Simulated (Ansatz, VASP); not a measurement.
# GaP: VASP beside Ansatz

File INCAR:

```
PREC     = Accurate       # precision mode
ENCUT    = 520            # plane-wave cutoff, eV
EDIFF    = 1E-6           # SCF threshold, eV
ISMEAR   = 0              # smearing method
SIGMA    = 0.05           # smearing width, eV
LREAL    = False          # projectors in reciprocal space
LASPH    = True           # aspherical terms in the spheres
NELM     = 100            # most SCF steps
ALGO     = Normal         # electronic algorithm
ISIF     = 2              # what is computed and relaxed
LWAVE    = False          # write WAVECAR
LCHARG   = True           # write CHGCAR
GGA      = PS             # functional
LELF     = True           # ELF
LVHAR    = True         
NBANDS   = 16             # bands
```

KPOINTS

```
Automatic mesh
0
Gamma
  10 10 10
```

The input POSCAR:

```
GaP
1.0
    0.0000000000      2.7435259753      2.6711381319
    2.6711381319      0.0000000000      2.6711381319
    2.6711381319      2.7435259753      0.0000000000
Ga P
1 1
Direct
    0.0000000000      0.0000000000      0.0000000000
    0.7500000000      0.7500000000      0.7500000000
```

Input for Ansatz:

```yaml
crystal:
  lattice:
    - [0.0, 2.7435259753, 2.6711381319]
    - [2.6711381319, 0.0, 2.6711381319]
    - [2.6711381319, 2.7435259753, 0.0]
  atoms:
    - { symbol: Ga, position: [0.0, 0.0, 0.0] }
    - { symbol: P, position: [0.75, 0.75, 0.75] }
basis:
  ecutwfc: 420
kpoints:
  mp_grid: { grid: [10, 10, 10] }
hamiltonian:
  xc: pbesol
  pseudopotentials: { kind: paw, azcp: { folder: soft_1 } }
scf:
  occupations: { method: gaussian, width: 0.05 }
output:
  forces: true
  stress: true
  eigenvalues: true
```

Alike in both runs: task single point; functional PBEsol; k mesh 10 × 10 × 10; occupations gaussian, width 0.05 eV; no spin polarisation.

|  | VASP | Ansatz |
| --- | --- | --- |
| version | VASP 6.6.1 | Ansatz 0.2.0 |
| potentials or method | VASP PAW PBE potentials, release 64 (Ga_d, P) | scalar-relativistic, plane waves, PAW |
| plane-wave cutoff (eV) | 520 | 420 |
| valence electrons in the cell | 18 | 18 |

Ansatz gave:

* gap on the k mesh at the Fermi level (eV): 1.29
* least direct gap on the mesh (eV): 1.96
* pressure (GPa): 2.4
* largest component of the traceless stress (GPa): 1.40

Q: Which values does VASP return?

A: gap on the k mesh at the Fermi level (eV): 1.29; least direct gap on the mesh (eV): 1.97; pressure (GPa): 2.3; largest component of the traceless stress (GPa): 1.41.

The functional is the same, so the differences come from potentials, cutoffs and numerics. Ansatz warned: «pseudo_functional_mismatch».

Caveats: the PAW data sets were made with another functional, which shifts forces and pressure a little (VASP). A k mesh can miss the band edges.
